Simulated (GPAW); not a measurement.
# Local fields in the sheet polarisability of NaI (honeycomb monolayer)

What do local fields do to the response of NaI (honeycomb monolayer)?

Main program and level: GPAW 26.7.0; LDA and many-body steps on it, plane waves.

**1. Set-up**

The cell holds 2 atoms: 1 Na and 1 I. Cell: a = 5.057 Å, b = 5.057 Å, c = 11.400 Å, α = 90.0°, β = 90.0°, γ = 120.0°. Vacuum lies along c.

Structure file:

```xyz
2
Lattice="5.0573 0.0000 0.0000 -2.5287 4.3798 0.0000 0.0000 0.0000 11.4000" Properties=species:S:1:pos:R:3
Na    0.0000    2.9198    5.6905
I     2.5287    1.4599    5.7091
```

The structure was relaxed with LDA. The runs that relaxed it are not among those shown. Spin-orbit coupling is left out unless a step names it.

**2. Empty states on the mesh, 12×12×1 mesh, 335 bands**

This step: GPAW 26.7.0; DFT, LDA, plane waves, PAW.

The sums over transitions need many empty states on a uniform mesh; this step solves for them.

Contents of run.py:

```python
import json
import numpy as np
from gpaw.mpi import world
from gpaw import GPAW

calc = GPAW('gs.gpw').fixed_density(kpts={'size': (12, 12, 1), 'gamma': True},
    nbands=390,
    convergence={'bands': 335},
    txt='nscf.txt')
calc.write('full.gpw', mode='all')
res = {}
kpts = calc.get_ibz_k_points()
res['kpts'] = kpts
res['eigenvalues'] = [calc.get_eigenvalues(kpt=k) for k in range(len(kpts))]
res['n_electrons'] = calc.get_number_of_electrons()

if world.rank == 0:
    with open('result.json', 'w') as f:
        json.dump(res, f, default=lambda x: x.tolist())
```

Command:

```bash
> mpirun -n 4 gpaw python run.py
```

Numbers of over 12 decimals in the logs are rounded to 6 here.

Log:

```text
Diagonalizing LCAO Hamiltonian
Converting LCAO to pw mode
convergence criteria:
- Maximum integral of absolute [eigenst]ate change: 4e-08 eV^2 / valence electron
maximum number of iterations: 100

SCF iterations
|iter     |     time |      energy | eigst |  dens |
|iter:   1|  |             | +4.84 |       |
|iter:   2|  |             | +3.66 |       |
|iter:   3|  |             | +2.57 |       |
[...]
|iter:  16|  |             | -6.89 |       |
|iter:  17|  |             | -7.17 |       |
|iter:  18|  |             | -7.45c|       |
SCF steps: 18
  __  _  _
 | _ |_)|_||  |
 |__||  | ||/\| - 26.7.0

Input parameters:
  mode=PW(ecut=450.000000),
  convergence={'bands': 335},
  gpts=array([25, 25, 56]),
  kpts=MonkhorstPack(size=(12, 12, 1), gamma=True),
  maxiter=100,
  nbands=390,
  occupations=Occupations(name='fermi-dirac', width=0.001, fixmagmom=False),
  parallel={},
  xc=XC(name='LDA')
# Writing to full.gpw (mode='all')
  [... matrices ...]

timing:  # [seconds]
  Total: 0.226  # ━━━━━━━━━━━━━━━━━━━━━━━━━━━━━━━━━━━━━━━━━━━━━━━━━━━━━━━━━━━
```

Wall time 8.7 min (4 MPI ranks of Arm Neoverse V1, shared host); peak memory 1.8 GiB; 35 min of CPU time.

Numbers from this step:

* gap: 4.068 eV
* k of the valence top: 0.3333, 0.3333, 0
* k of the conduction bottom: 0, 0, 0
* least direct gap: 4.241 eV
* k points computed: 19
* lowest point of the top converged band, above the valence top: 68.9304 eV

On this mesh the gap is 4.068 eV.

**3. RPA response**

The response function is computed on a frequency grid, with local fields up to the given cutoff.

This step: linear response, RPA, on LDA, plane waves, PAW.

Contents of run.py:

```python
import json
import numpy as np
from gpaw.mpi import world
from gpaw.response.df import DielectricFunction

df = DielectricFunction('full.gpw',
    ecut=50,
    nbands=335,
    eta=0.2,
    frequencies={'type': 'nonlinear', 'domega0': 0.05, 'omega2': 10.0},
    intraband=False,
    truncation='2D',
    txt='df.txt')
res = {'optical': {}, 'eels': []}
for d in 'x':
    y0, y = df.get_polarizability(direction=d, xc='RPA', filename=None)
    res['optical'][d] = [y0.real, y0.imag, y.real, y.imag]
res['w'] = df.get_frequencies()
for q_c in [[0.0833333333, 0, 0], [0.25, 0, 0], [0.5, 0, 0], [0.75, 0, 0], [1.25, 0, 0]]:
    res['eels'].append(df.get_eels_spectrum(q_c=q_c, xc='RPA', filename=None))

if world.rank == 0:
    with open('result.json', 'w') as f:
        json.dump(res, f, default=lambda x: x.tolist())
```

Command:

```bash
> mpirun -n 4 gpaw python run.py
```

Log:

```text
Using integrator: PointIntegrator
NonLinearFrequencyDescriptor(from 0.000 to 96.227 eV, 387 points)
Nonperiodic BCs:  [False False  True]
Using integrator: PointIntegrator
NonLinearFrequencyDescriptor(from 0.000 to 96.227 eV, 387 points)
Nonperiodic BCs:  [False False  True]

Calculating chi0 body with:
    Ground state adapter containing:
    Number of spins: 1
    Number of kpoints: 144
    Number of irreducible kpoints: 19
    Number of completely occupied states: 7
    Number of partially occupied states: 7
    Occupied states memory: 3.738403 M / cpu

    Linear response parametrization:
    q_c: [0.0, 0.0, 0.0]
    Number of frequency points: 387
    Planewave cutoff: 50.0
    Number of bands: 335
    Number of planewaves: 199
    Broadening (eta): 0.2
    comm.size: 4
    kncomm.size: 4
    blockcomm.size: 1

    Memory estimate of potentially large arrays:
        chi0_wGG: 233.849899 M / cpu
Integrating chi0 body.

Symmetries of q_c:
    Direct symmetries (Uq -> q): 6
    Indirect symmetries (TUq -> q): 6
In total 12 allowed symmetries.

  [... matrices ...]
19 groups of equivalent kpoints. 86.805556% reduction.

Integral kind: spectral function

Calculating chi0 optical extensions with:
    Ground state adapter containing:
    Number of spins: 1
    Number of kpoints: 144
    Number of irreducible kpoints: 19
    Number of completely occupied states: 7
    Number of partially occupied states: 7
    Occupied states memory: 3.738403 M / cpu

    Linear response parametrization:
    Number of frequency points: 387
    Planewave cutoff: 50.0
    Number of bands: 335
    Number of planewaves: 199
    Broadening (eta): 0.2
Integrating chi0 head and wings.

Symmetries of q_c:
    Direct symmetries (Uq -> q): 6
    Indirect symmetries (TUq -> q): 6
In total 12 allowed symmetries.

  [... matrices ...]
19 groups of equivalent kpoints. 86.805556% reduction.

Integral kind: spectral function wings

Calculating chi0 body with:
    Ground state adapter containing:
    Number of spins: 1
    Number of kpoints: 144
    Number of irreducible kpoints: 19
    Number of completely occupied states: 7
    Number of partially occupied states: 7
    Occupied states memory: 3.738403 M / cpu

    Linear response parametrization:
    q_c: [0.0833333333, 0.0, 0.0]
    Number of frequency points: 387
    Planewave cutoff: 50.0
    Number of bands: 335
    Number of planewaves: 187
    Broadening (eta): 0.2
    comm.size: 4
    kncomm.size: 4
    blockcomm.size: 1

    Memory estimate of potentially large arrays:
        chi0_wGG: 206.497238 M / cpu
Integrating chi0 body.

Symmetries of q_c:
    Direct symmetries (Uq -> q): 2
    Indirect symmetries (TUq -> q): 0
In total 2 allowed symmetries.

  [... matrices ...]
78 groups of equivalent kpoints. 45.833333% reduction.

Integral kind: spectral function

[... 4 further calls ...]
```

It took 2.9 min on 4 MPI ranks; peak memory 3.7 GiB.

Numbers from this step:

```
static polarisability of the sheet (Å) : 0.4662
the same without local fields          : 0.6646
```

The static value is 0.47.

The Im polarisability of the sheet has structure finer than the step of the table below, so its rows give means over 1 eV, whole bins alone (the curve runs from 0 to 39.8 eV). Peaks (eV: height): xx, no local fields 6.2: 1.83, 7.6: 1.40; xx, local fields 6.4: 1.02, 7.8: 0.769.

RPA, broadening 0.2 eV. The Im polarisability of the sheet by photon energy; means over each step:

| photon energy (eV) | xx, no local fields (Å) | xx, local fields (Å) |
| --- | --- | --- |
| 1 | 0.00657 | 0.00422 |
| 2 | 0.0162 | 0.0105 |
| 3 | 0.0390 | 0.0257 |
| 4 | 0.243 | 0.173 |
| 5 | 0.690 | 0.465 |
| 6 | 1.49 | 0.834 |
| 7 | 1.25 | 0.689 |
| 8 | 1.10 | 0.686 |
| 9 | 0.723 | 0.511 |
| 10 | 0.419 | 0.396 |
| 11 | 0.299 | 0.248 |
| 12 | 0.351 | 0.212 |
| 13 | 0.264 | 0.266 |
| 14 | 0.163 | 0.257 |
| 15 | 0.116 | 0.181 |
| 16 | 0.101 | 0.170 |
| 17 | 0.0770 | 0.140 |
| 18 | 0.0613 | 0.135 |
| 19 | 0.0419 | 0.120 |
| 20 | 0.0360 | 0.0956 |
| 21 | 0.0304 | 0.0831 |
| 22 | 0.0235 | 0.0682 |
| 23 | 0.0205 | 0.0482 |
| 24 | 0.0214 | 0.0486 |
| 25 | 0.0179 | 0.0491 |
| 26 | 0.0149 | 0.0421 |
| 27 | 0.0167 | 0.0356 |
| 28 | 0.0188 | 0.0373 |
| 29 | 0.0206 | 0.0340 |
| 30 | 0.0162 | 0.0304 |
| 31 | 0.0150 | 0.0252 |
| 32 | 0.0132 | 0.0219 |
| 33 | 0.0135 | 0.0192 |
| 34 | 0.0143 | 0.0186 |
| 35 | 0.0119 | 0.0155 |
| 36 | 0.0118 | 0.0153 |
| 37 | 0.0145 | 0.0153 |
| 38 | 0.0145 | 0.0149 |
| 39 | 0.0142 | 0.0139 |

**4. RPA response, local-field cutoff (12×12×1 mesh, 335 bands, screening to 5 eV, broadening 0.2 eV)**

run.py: that of step 3 with these lines changed.

```diff
@@ -6,3 +6,3 @@
 df = DielectricFunction('full.gpw',
-    ecut=50,
+    ecut=5,
     nbands=335,
@@ -18,3 +18,3 @@
 res['w'] = df.get_frequencies()
-for q_c in [[0.0833333333, 0, 0], [0.25, 0, 0], [0.5, 0, 0], [0.75, 0, 0], [1.25, 0, 0]]:
+for q_c in [[0.5, 0, 0]]:
     res['eels'].append(df.get_eels_spectrum(q_c=q_c, xc='RPA', filename=None))
```

Command:

```bash
> mpirun -n 4 gpaw python run.py
```

Log:

```text
Using integrator: PointIntegrator
NonLinearFrequencyDescriptor(from 0.000 to 96.227 eV, 387 points)
Nonperiodic BCs:  [False False  True]
Using integrator: PointIntegrator
NonLinearFrequencyDescriptor(from 0.000 to 96.227 eV, 387 points)
Nonperiodic BCs:  [False False  True]

Calculating chi0 body with:
    Ground state adapter containing:
    Number of spins: 1
    Number of kpoints: 144
    Number of irreducible kpoints: 19
    Number of completely occupied states: 7
    Number of partially occupied states: 7
    Occupied states memory: 3.738403 M / cpu

    Linear response parametrization:
    q_c: [0.0, 0.0, 0.0]
    Number of frequency points: 387
    Planewave cutoff: 5.0
    Number of bands: 335
    Number of planewaves: 5
    Broadening (eta): 0.2
    comm.size: 4
    kncomm.size: 4
    blockcomm.size: 1

    Memory estimate of potentially large arrays:
        chi0_wGG: 0.147629 M / cpu
Integrating chi0 body.

Symmetries of q_c:
    Direct symmetries (Uq -> q): 6
    Indirect symmetries (TUq -> q): 6
In total 12 allowed symmetries.

  [... matrices ...]
19 groups of equivalent kpoints. 86.805556% reduction.

Integral kind: spectral function

Calculating chi0 optical extensions with:
    Ground state adapter containing:
    Number of spins: 1
    Number of kpoints: 144
    Number of irreducible kpoints: 19
    Number of completely occupied states: 7
    Number of partially occupied states: 7
    Occupied states memory: 3.738403 M / cpu

    Linear response parametrization:
    Number of frequency points: 387
    Planewave cutoff: 5.0
    Number of bands: 335
    Number of planewaves: 5
    Broadening (eta): 0.2
Integrating chi0 head and wings.

Symmetries of q_c:
    Direct symmetries (Uq -> q): 6
    Indirect symmetries (TUq -> q): 6
In total 12 allowed symmetries.

  [... matrices ...]
19 groups of equivalent kpoints. 86.805556% reduction.

Integral kind: spectral function wings

Calculating chi0 body with:
    Ground state adapter containing:
    Number of spins: 1
    Number of kpoints: 144
    Number of irreducible kpoints: 19
    Number of completely occupied states: 7
    Number of partially occupied states: 7
    Occupied states memory: 3.738403 M / cpu

    Linear response parametrization:
    q_c: [0.5, 0.0, 0.0]
    Number of frequency points: 387
    Planewave cutoff: 5.0
    Number of bands: 335
    Number of planewaves: 6
    Broadening (eta): 0.2
    comm.size: 4
    kncomm.size: 4
    blockcomm.size: 1

    Memory estimate of potentially large arrays:
        chi0_wGG: 0.212585 M / cpu
Integrating chi0 body.

Symmetries of q_c:
    Direct symmetries (Uq -> q): 2
    Indirect symmetries (TUq -> q): 2
In total 4 allowed symmetries.

  [... matrices ...]
43 groups of equivalent kpoints. 70.138889% reduction.

Integral kind: spectral function
```

The job ended after 33 s (4 MPI ranks; peak memory 1.8 GiB; 2.2 min of CPU time).

This step gave:

| Item | Value |
| --- | --- |
| static polarisability of the sheet (Å) | 0.6646 |
| the same without local fields | 0.6646 |

The static value is 0.66.

**5. RPA response, fewer bands (12×12×1 mesh, 12 bands, screening to 50 eV, broadening 0.2 eV)**

run.py: that of step 4 with these lines changed.

```diff
@@ -6,4 +6,4 @@
 df = DielectricFunction('full.gpw',
-    ecut=5,
-    nbands=335,
+    ecut=50,
+    nbands=12,
     eta=0.2,
@@ -18,3 +18,3 @@
 res['w'] = df.get_frequencies()
-for q_c in [[0.5, 0, 0]]:
+for q_c in []:
     res['eels'].append(df.get_eels_spectrum(q_c=q_c, xc='RPA', filename=None))
```

Command:

```bash
> mpirun -n 4 gpaw python run.py
```

Log:

```text
Using integrator: PointIntegrator
NonLinearFrequencyDescriptor(from 0.000 to 30.884 eV, 272 points)
Nonperiodic BCs:  [False False  True]
Using integrator: PointIntegrator
NonLinearFrequencyDescriptor(from 0.000 to 30.884 eV, 272 points)
Nonperiodic BCs:  [False False  True]

Calculating chi0 body with:
    Ground state adapter containing:
    Number of spins: 1
    Number of kpoints: 144
    Number of irreducible kpoints: 19
    Number of completely occupied states: 7
    Number of partially occupied states: 7
    Occupied states memory: 3.738403 M / cpu

    Linear response parametrization:
    q_c: [0.0, 0.0, 0.0]
    Number of frequency points: 272
    Planewave cutoff: 50.0
    Number of bands: 12
    Number of planewaves: 199
    Broadening (eta): 0.2
    comm.size: 4
    kncomm.size: 4
    blockcomm.size: 1

    Memory estimate of potentially large arrays:
        chi0_wGG: 164.359619140625 M / cpu
Integrating chi0 body.

Symmetries of q_c:
    Direct symmetries (Uq -> q): 6
    Indirect symmetries (TUq -> q): 6
In total 12 allowed symmetries.

  [... matrices ...]
19 groups of equivalent kpoints. 86.805556% reduction.

Integral kind: spectral function

Calculating chi0 optical extensions with:
    Ground state adapter containing:
    Number of spins: 1
    Number of kpoints: 144
    Number of irreducible kpoints: 19
    Number of completely occupied states: 7
    Number of partially occupied states: 7
    Occupied states memory: 3.738403 M / cpu

    Linear response parametrization:
    Number of frequency points: 272
    Planewave cutoff: 50.0
    Number of bands: 12
    Number of planewaves: 199
    Broadening (eta): 0.2
Integrating chi0 head and wings.

Symmetries of q_c:
    Direct symmetries (Uq -> q): 6
    Indirect symmetries (TUq -> q): 6
In total 12 allowed symmetries.

  [... matrices ...]
19 groups of equivalent kpoints. 86.805556% reduction.

Integral kind: spectral function wings
```

Wall time 6.2 s (4 MPI ranks); peak memory 2.3 GiB; 24 s of CPU time.

This step gave:

```
static polarisability of the sheet (Å) : 0.4246
the same without local fields          : 0.5193
```

**6. RPA response, scissors (12×12×1 mesh, 335 bands, screening to 50 eV, broadening 0.2 eV)**

run.py: that of step 5 with these lines changed.

```diff
@@ -7,3 +7,3 @@
     ecut=50,
-    nbands=12,
+    nbands=335,
     eta=0.2,
@@ -12,2 +12,3 @@
     truncation='2D',
+    eshift=1.0,
     txt='df.txt')
```

Command:

```bash
> mpirun -n 4 gpaw python run.py
```

Log:

```text
Using integrator: PointIntegrator
NonLinearFrequencyDescriptor(from 0.000 to 96.227 eV, 387 points)
Nonperiodic BCs:  [False False  True]
Using integrator: PointIntegrator
NonLinearFrequencyDescriptor(from 0.000 to 96.227 eV, 387 points)
Nonperiodic BCs:  [False False  True]

Calculating chi0 body with:
    Ground state adapter containing:
    Number of spins: 1
    Number of kpoints: 144
    Number of irreducible kpoints: 19
    Number of completely occupied states: 7
    Number of partially occupied states: 7
    Occupied states memory: 3.738403 M / cpu

[...]
Ground state adapter containing:
    Number of spins: 1
    Number of kpoints: 144
    Number of irreducible kpoints: 19
    Number of completely occupied states: 7
    Number of partially occupied states: 7
    Occupied states memory: 3.738403 M / cpu

    Linear response parametrization:
    Number of frequency points: 387
    Planewave cutoff: 50.0
    Number of bands: 335
    Number of planewaves: 199
    Broadening (eta): 0.2
Integrating chi0 head and wings.

Symmetries of q_c:
    Direct symmetries (Uq -> q): 6
    Indirect symmetries (TUq -> q): 6
In total 12 allowed symmetries.

  [... matrices ...]
19 groups of equivalent kpoints. 86.805556% reduction.

Integral kind: spectral function wings
```

Wall time 23 s (4 MPI ranks); peak memory 3.5 GiB; 91 s of CPU time.

Numbers from this step:

| Quantity | Value |
| --- | --- |
| static polarisability of the sheet (Å) | 0.4161 |
| the same without local fields | 0.5812 |

The static value is 0.42.

**7. RPA response, unknown integration mode (12×12×1 mesh, 335 bands, screening to 30 eV, broadening 0.2 eV)**

run.py: that of step 6 with these lines changed.

```diff
@@ -6,3 +6,3 @@
 df = DielectricFunction('full.gpw',
-    ecut=50,
+    ecut=30,
     nbands=335,
@@ -12,3 +12,3 @@
     truncation='2D',
-    eshift=1.0,
+    integrationmode='gaussian',
     txt='df.txt')
```

Command:

```bash
> mpirun -n 4 gpaw python run.py
```

Log:

```text

--- the script ended with ---
ValueError: Integration mode "gaussian" not implemented.
```

Elapsed: 12 s, on 4 MPI ranks; peak memory 0.65 GiB; 7 s of CPU time.

The run stopped with an error after 12 s.

The program's words: ValueError: Integration mode "gaussian" not implemented.

The fault put into this input: unknown integration mode.

**8. The runs together**

Times are wall times on 4 MPI ranks of Arm Neoverse V1, shared host, good to a factor of about two.

The polarisability of a sheet is α = (ε − 1) L / 4π, with L the height of the cell, and does not depend on L.

| run | static polarisability (Å) | without local fields | time |
| --- | --- | --- | --- |
| RPA response | 0.47 | 0.66 | 2.9 min |
| RPA response, local-field cutoff (12×12×1 mesh, 335 bands, screening to 5 eV, broadening 0.2 eV) | 0.66 | 0.66 | 33 s |
| RPA response, fewer bands (12×12×1 mesh, 12 bands, screening to 50 eV, broadening 0.2 eV) | 0.42 | 0.52 | 6.2 s |
| RPA response, scissors (12×12×1 mesh, 335 bands, screening to 50 eV, broadening 0.2 eV) | 0.42 | 0.58 | 23 s |

**9. Results**

| Property | Result |
| --- | --- |
| RPA response | static polarisability (Å) 0.47 |
| RPA response, local-field cutoff (12×12×1 mesh, 335 bands, screening to 5 eV, broadening 0.2 eV) | static polarisability (Å) 0.66 |
| RPA response, fewer bands (12×12×1 mesh, 12 bands, screening to 50 eV, broadening 0.2 eV) | static polarisability (Å) 0.42 |
| RPA response, scissors (12×12×1 mesh, 335 bands, screening to 50 eV, broadening 0.2 eV) | static polarisability (Å) 0.42 |

In words: In the optical limit the electronic static polarisability (Å) is 0.47, against 0.66 without local fields. RPA response, local-field cutoff (12×12×1 mesh, 335 bands, screening to 5 eV, broadening 0.2 eV): static polarisability (Å) = 0.66. RPA response, fewer bands (12×12×1 mesh, 12 bands, screening to 50 eV, broadening 0.2 eV): static polarisability (Å) = 0.42. RPA response, scissors (12×12×1 mesh, 335 bands, screening to 50 eV, broadening 0.2 eV): static polarisability (Å) = 0.42. ε(0) converges slowly with a Γ-centred mesh, and this one is not shown settled. Unless a shift is named, the levels are those of the density functional, and only a kernel with a long-range part can bind an exciton.

[Paths, hosts, dates, memory and timing lines, banners, echoed tables and standing remarks are left out of the program output.]

[Logs are printed without paths, hosts, clocks, repeated set-up lines and the standing remarks that a program may print on its own settings, such as how far it seeks lower states.]

[Runs of the session that timed out or met a known fault of the program may be left out.]

[No measured gap is set beside runs whose start may be inverted or whose files or cutoffs have a known fault.]

[Hosts, paths, dates, database ids (printed as entryN), source tags and the programs' standing remarks are cut or masked in the printed files.]
